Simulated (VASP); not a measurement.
# WSe2 (P6_3/mmc) in VASP: further runs, part 2 of 2

VASP 6.6.1.

## (4) Relaxation of cell and atoms, PBEsol

Contents of INCAR:

```
PREC = Accurate
ENCUT = 600
EDIFF = 1E-6
ISMEAR = 0
SIGMA = 0.03
LREAL = False
LASPH = True
NELM = 80
ALGO = Normal
ISIF = 3
LWAVE = False
LCHARG = False
GGA = PS
IBRION = 2
NSW = 90
EDIFFG = -0.01
KPAR = 2
```

Contents of KPOINTS:

```
regular mesh
0
Gamma
  9 9 2
```

Contents of POSCAR:

```
WSe2
1.0
    3.2900000000      0.0000000000      0.0000000000
   -1.6450000000      2.8492235785      0.0000000000
    0.0000000000      0.0000000000     12.9700000000
W Se
2 4
Direct
    0.3333333333      0.6666666667      0.2500000000
    0.6666666667      0.3333333333      0.7500000000
    0.3333333333      0.6666666667      0.6210000000
    0.6666666667      0.3333333333      0.1210000000
    0.3333333333      0.6666666667      0.8790000000
    0.6666666667      0.3333333333      0.3790000000
```

Potentials or basis: VASP PAW PBE potentials, release 64 (W_sv, Se).

Command:

```console
$ cat potpaw_PBE.64/W_sv/POTCAR potpaw_PBE.64/Se/POTCAR > POTCAR
$ mpirun -np 2 vasp_std > vasp.out
```

OUTCAR:

```text
PREC = Accurate
   ENCUT = 600
   EDIFF = 1E-6
   ISMEAR = 0
   LREAL = False
   LASPH = True
   NELM = 80
   ISIF = 3
   GGA = PS
   IBRION = 2
   NSW = 90
   EDIFFG = -0.01

 ion  position               nearest neighbor table
   1  0.333  0.667  0.250-   4 2.53   6 2.53   4 2.53   6 2.53   4 2.53   6 2.53
   2  0.667  0.333  0.750-   3 2.53   5 2.53   3 2.53   5 2.53   3 2.53   5 2.53
   3  0.333  0.667  0.621-   2 2.53   2 2.53   2 2.53
   4  0.667  0.333  0.121-   1 2.53   1 2.53   1 2.53
   5  0.333  0.667  0.879-   2 2.53   2 2.53   2 2.53
   6  0.667  0.333  0.379-   1 2.53   1 2.53   1 2.53

  LATTYP: Found a hexagonal cell.
 ALAT       =     3.2900000000
 C/A-ratio  =     3.9422492401

  Lattice vectors:

 A1 = (   3.2900000000,   0.0000000000,   0.0000000000)
 A2 = (  -1.6450000000,   2.8492235785,   0.0000000000)
[... 304 lines left out ...]
  energy  without entropy=      -46.5465138392  energy(sigma->0) =      -46.54651384

[... ionic steps 4 to 10 ...]

--------------------------------------- Ionic step       11  -------------------------------------------

 number of electron      52.0000000 magnetization

------------------------ aborting loop because EDIFF is reached ----------------------------------------
[... 75 lines left out ...]
--------------------------------------- Ionic step       13  -------------------------------------------

 number of electron      52.0000001 magnetization

 Free energy of the ion-electron system (eV)
  ---------------------------------------------------
  ext. energy  EPLUGINS =         0.00000000
  ---------------------------------------------------
  free energy    TOTEN  =       -46.55146436 eV

  energy without entropy =      -46.55146436  energy(sigma->0) =      -46.55146436

 E-fermi :   6.2542     XC(G=0): -10.8307

 val. band max:        5.9335496357   @ k =   0.0000   0.0000   0.0000
 cond. band min:       7.0639014578   @ k =   0.2222   0.1111   0.0000
 fundamental gap:      1.1303518221
 Fermi energy:         6.2541633204

 k-point     1 :       0.0000    0.0000    0.0000
  band No.  band energies     occupation
      1     -68.2427      2.00000
      2     -68.2427      2.00000
      3     -32.5047      2.00000
      4     -32.5047      2.00000
      5     -32.3563      2.00000
      6     -32.3563      2.00000
[... 838 lines left out ...]
  FREE ENERGIE OF THE ION-ELECTRON SYSTEM (eV)
  ---------------------------------------------------
  free  energy   TOTEN  =       -46.5514643601 eV

  energy  without entropy=      -46.5514643601  energy(sigma->0) =      -46.55146436

 reached required accuracy - stopping structural energy minimisation
```

OSZICAR:

```text
N       E                     dE             d eps       ncg     rms          rms(c)
DAV:   1     0.537685693774E+03    0.53769E+03   -0.30609E+04  1656   0.182E+03
DAV:   2    -0.125197368016E+02   -0.55021E+03   -0.53933E+03  1771   0.454E+02
DAV:   3    -0.476524112936E+02   -0.35133E+02   -0.34329E+02  1859   0.995E+01
DAV:   4    -0.485167838103E+02   -0.86437E+00   -0.86124E+00  1799   0.157E+01
[... 113 lines left out ...]
DAV:   1    -0.465516839672E+02   -0.24920E-03   -0.79717E-03  1520   0.619E-01    0.755E-02
DAV:   2    -0.465515128954E+02    0.17107E-03   -0.83178E-04  1770   0.152E-01    0.428E-02
DAV:   3    -0.465514762570E+02    0.36638E-04   -0.82277E-05  1810   0.538E-02    0.189E-02
DAV:   4    -0.465514644539E+02    0.11803E-04   -0.33464E-05  1759   0.292E-02    0.107E-02
DAV:   5    -0.465514643601E+02    0.93859E-07   -0.53249E-06  1493   0.134E-02
  13 F= -.46551464E+02 E0= -.46551464E+02  d E =-.347159E-04
```

Run time: 6.9 min. Hardware: 2 MPI ranks of Intel Xeon Platinum 8488C (Sapphire Rapids), shared host; peak memory 0.34 GiB.

Results:

* Free energy: -46.5515 eV
* Relaxed volume: 20.45 Å³/atom
* Relaxed cell: a = 3.274 Å, b = 3.274 Å, c = 13.220 Å, α = 90.00°, β = 90.00°, γ = 120.00°
* Space group after relaxing (to 0.05 Å): P6_3/mmc (No. 194)
* Energy gained by relaxing: 1.4 meV/atom
* Ionic steps: 13
* Pressure after relaxing: 0.0 GPa
* Band gap on the k mesh: 1.13 eV, indirect (least direct gap 1.59 eV)

The path:
```tsv
step	energy change (eV)	largest force (eV/Å)	pressure (GPa)	volume (Å³)
1	0.0000	0.0716	-0.82	121.58
2	0.0007	0.1576	1.55	119.77
3	-0.0036	0.0372	0.30	120.71
4	-0.0051	0.0746	0.03	120.78
5	-0.0053	0.0509	0.08	120.77
6	-0.0057	0.0481	0.06	120.92
7	-0.0069	0.0392	-0.01	121.39
8	-0.0083	0.0217	-0.12	122.34
9	-0.0085	0.0143	-0.17	122.78
10	-0.0073	0.0933	0.70	122.38
11	-0.0085	0.0094	0.02	122.69
12	-0.0086	0.0104	0.01	122.69
13	-0.0086	0.0011	0.03	122.69
```

Final structure:
```yaml
crystal:
  lattice:
    - [3.27357, 0.00000, 0.00000]
    - [-1.63678, 2.83499, 0.00000]
    - [0.00000, 0.00000, 13.22017]
  atoms:
    - { symbol: W, position: [0.33333, 0.66667, 0.25000] }
    - { symbol: W, position: [0.66667, 0.33333, 0.75000] }
    - { symbol: Se, position: [0.33333, 0.66667, 0.62317] }
    - { symbol: Se, position: [0.66667, 0.33333, 0.12317] }
    - { symbol: Se, position: [0.33333, 0.66667, 0.87683] }
    - { symbol: Se, position: [0.66667, 0.33333, 0.37683] }
```

Caveat: the PAW data sets were made with another functional, which shifts forces and pressure a little; spin-orbit coupling is left out, which moves the levels of the heavy elements; an odd mesh through Γ misses points on the zone boundary, where band edges often lie; this functional lacks dispersion, which binds the layers, so the pressure and a relaxed spacing across them are unreliable.

## (5) Relaxation of cell and atoms, PBEsol

This run uses another cell than the first one, of 20.45 Å³/atom, 1.009 times its volume.

Changes to INCAR since step 4:

```diff
@@ -2,3 +2,3 @@
 ENCUT = 600
-EDIFF = 1E-6
+EDIFF = 1E-7
 ISMEAR = 0
@@ -15,3 +15,3 @@
 NSW = 90
-EDIFFG = -0.01
+EDIFFG = -0.005
 KPAR = 2
```

KPOINTS is that of step 4.

Contents of POSCAR:

```
WSe2                                    
1.0
    3.2735688133      0.0000000000      0.0000000000
   -1.6367844067      2.8349937534     -0.0000000000
   -0.0000000000     -0.0000000000     13.2201679596
  W               Se            
     2     4
Direct
     0.3333333332999970    0.6666666667000030    0.2500000000000000
     0.6666666667000030    0.3333333332999970    0.7500000000000000
     0.3333333332999970    0.6666666667000030    0.6231728638109019
     0.6666666667000030    0.3333333332999970    0.1231728638109017
     0.3333333332999970    0.6666666667000030    0.8768271361890981
     0.6666666667000030    0.3333333332999970    0.3768271361890984
```

Command:

```console
$ cat potpaw_PBE.64/W_sv/POTCAR potpaw_PBE.64/Se/POTCAR > POTCAR
$ mpirun -np 2 vasp_std > vasp.out
```

Run time: 58 s. Hardware: 2 MPI ranks of Intel Xeon Platinum 8488C (Sapphire Rapids), shared host; peak memory 0.31 GiB.

It converged, with:

| Quantity | Value |
| --- | --- |
| Free energy | -46.5516 eV |
| Pressure after relaxing | 0.0 GPa |
| Band gap on the k mesh | 1.13 eV, indirect (least direct gap 1.59 eV) |

Final structure:
```
W Se
1.0
     3.27357    0.00000    0.00000
    -1.63678    2.83499    0.00000
     0.00000    0.00000   13.22017
W Se
2 4
Direct
  0.33333 0.66667 0.25000
  0.66667 0.33333 0.75000
  0.33333 0.66667 0.62317
  0.66667 0.33333 0.12317
  0.33333 0.66667 0.87683
  0.66667 0.33333 0.37683
```

Levels at points of the mesh, in eV from the valence-band top:
```
           k point  band 22  band 23  band 24  band 25  band 26  band 27  band 28  band 29  band 30  band 31
(0.00, 0.00, 0.00)    -1.38    -1.38    -1.18    -1.09     0.00     2.79     2.79     2.83     2.83     2.91
(0.00, 0.00, 0.50)    -1.40    -1.40    -1.40    -0.24    -0.24     2.80     2.80     2.80     2.80     3.01
```

Caveat: the relaxation stopped at its first step, so nothing moved; the PAW data sets were made with another functional, which shifts forces and pressure a little; spin-orbit coupling is left out, which moves the levels of the heavy elements; an odd mesh through Γ misses points on the zone boundary, where band edges often lie; this functional lacks dispersion, which binds the layers, so the pressure and a relaxed spacing across them are unreliable.

## (6) Relaxation of cell and atoms, PBE+D3(BJ)

Contents of INCAR:

```
PREC = Accurate
ENCUT = 600
EDIFF = 1E-6
ISMEAR = 0
SIGMA = 0.03
LREAL = False
LASPH = True
NELM = 80
ALGO = Normal
ISIF = 3
LWAVE = False
LCHARG = False
GGA = PE
IVDW = 12
IBRION = 2
NSW = 90
EDIFFG = -0.01
KPAR = 2
```

KPOINTS is that of step 5.

Contents of POSCAR:

```
WSe2
1.0
    3.2900000000      0.0000000000      0.0000000000
   -1.6450000000      2.8492235785      0.0000000000
    0.0000000000      0.0000000000     12.9700000000
W Se
2 4
Direct
    0.3333333333      0.6666666667      0.2500000000
    0.6666666667      0.3333333333      0.7500000000
    0.3333333333      0.6666666667      0.6210000000
    0.6666666667      0.3333333333      0.1210000000
    0.3333333333      0.6666666667      0.8790000000
    0.6666666667      0.3333333333      0.3790000000
```

Potentials or basis: VASP PAW PBE potentials, release 64 (W_sv, Se).

Command:

```console
$ cat potpaw_PBE.64/W_sv/POTCAR potpaw_PBE.64/Se/POTCAR > POTCAR
$ mpirun -np 2 vasp_std > vasp.out
```

Wall time 4.1 min (2 MPI ranks of Intel Xeon Platinum 8559C (Emerald Rapids), shared host); peak memory 0.34 GiB.

Results (log left out):

```yaml
Free_energy: -45.9317 eV
Relaxed_volume: 19.88 Å³/atom
Relaxed_cell: a = 3.281 Å, b = 3.281 Å, c = 12.792 Å, α = 90.00°, β = 90.00°, γ = 120.00°
Space_group_after_relaxing_to_0.05_Å: P6_3/mmc (No. 194)
Energy_gained_by_relaxing: 1.9 meV/atom
Ionic_steps: 8
Pressure_after_relaxing: 0.0 GPa
Band_gap_on_the_k_mesh: 0.99 eV, indirect (least direct gap 1.56 eV)
Dispersion_energy_per_atom: -0.475 eV
```

Forces on the atoms (eV/Å):
```
W    0.000  0.000  0.000
W    0.000  0.000  0.000
Se   0.000  0.000 -0.002
Se   0.000  0.000 -0.002
Se   0.000  0.000  0.002
Se   0.000  0.000  0.002
```

Step by step:
| step | energy change (eV) | largest force (eV/Å) | pressure (GPa) | volume (Å³) |
| --- | --- | --- | --- | --- |
| 1 | 0.0000 | 0.2220 | 0.25 | 121.58 |
| 2 | -0.0001 | 0.1180 | -1.41 | 122.14 |
| 3 | -0.0034 | 0.0495 | -0.59 | 121.86 |
| 4 | -0.0061 | 0.0522 | 0.00 | 120.88 |
| 5 | -0.0061 | 0.0527 | 0.05 | 120.78 |
| 6 | -0.0079 | 0.0435 | 0.02 | 120.50 |
| 7 | -0.0113 | 0.0157 | 0.00 | 119.66 |
| 8 | -0.0116 | 0.0021 | 0.00 | 119.28 |

Final structure:
```cif
data_structure
_symmetry_space_group_name_H-M 'P 1'
_symmetry_Int_Tables_number 1
_cell_length_a 3.2813
_cell_length_b 3.2813
_cell_length_c 12.7917
_cell_angle_alpha 90.000
_cell_angle_beta 90.000
_cell_angle_gamma 120.000
_cell_volume 119.28
loop_
_atom_site_label
_atom_site_type_symbol
_atom_site_fract_x
_atom_site_fract_y
_atom_site_fract_z
_atom_site_occupancy
W1 W 0.33333 0.66667 0.25000 1
W2 W 0.66667 0.33333 0.75000 1
Se1 Se 0.33333 0.66667 0.61819 1
Se2 Se 0.66667 0.33333 0.11819 1
Se3 Se 0.33333 0.66667 0.88181 1
Se4 Se 0.66667 0.33333 0.38181 1
```

Levels at points of the mesh, in eV from the valence-band top:
| k point | band 23 | band 24 | band 25 | band 26 | band 27 | band 28 | band 29 | band 30 |
| --- | --- | --- | --- | --- | --- | --- | --- | --- |
| (0.00, 0.00, 0.00) | -1.45 | -1.19 | -0.96 | 0.00 | 2.62 | 2.62 | 2.67 | 2.68 |
| (0.00, 0.00, 0.50) | -1.49 | -1.49 | -0.20 | -0.20 | 2.62 | 2.62 | 2.62 | 2.62 |

Caveat: spin-orbit coupling is left out, which moves the levels of the heavy elements; an odd mesh through Γ misses points on the zone boundary, where band edges often lie.

## (7) The runs side by side

| level | potentials or basis | k mesh | cutoff (eV) | mesh quality | gap on the mesh (eV) | pressure (GPa) | relaxed volume (Å³/atom) |
| --- | --- | --- | --- | --- | --- | --- | --- |
| PBE | VASP PAW PBE potentials, release 64 (W, Se) | 5 × 5 × 1 | 300 | coarse | 1.51 | 0.0 | 23.24 |
| PBEsol | VASP PAW PBE potentials, release 64 (W_sv, Se) | 9 × 9 × 2 | 600 | not flagged | 1.13 | 0.0 | - |
| PBE+D3(BJ) | VASP PAW PBE potentials, release 64 (W_sv, Se) | 9 × 9 × 2 | 600 | not flagged | 0.99 | 0.0 | 19.88 |

Alike in all rows: task relaxation of cell and atoms; no spin polarisation; cell relaxed; smearing gaussian 0.03 eV.

Caveats: some runs use coarse meshes; spin-orbit coupling is left out, which moves the levels of the heavy elements; an odd mesh through Γ misses points on the zone boundary, where band edges often lie; this functional lacks dispersion, which binds the layers, so the pressure and a relaxed spacing across them are unreliable (some runs); the relaxation stopped at its first step, so nothing moved (some runs); the PAW data sets were made with another functional, which shifts forces and pressure a little (some runs).

Absolute energies hang on the potentials; compare differences alone.
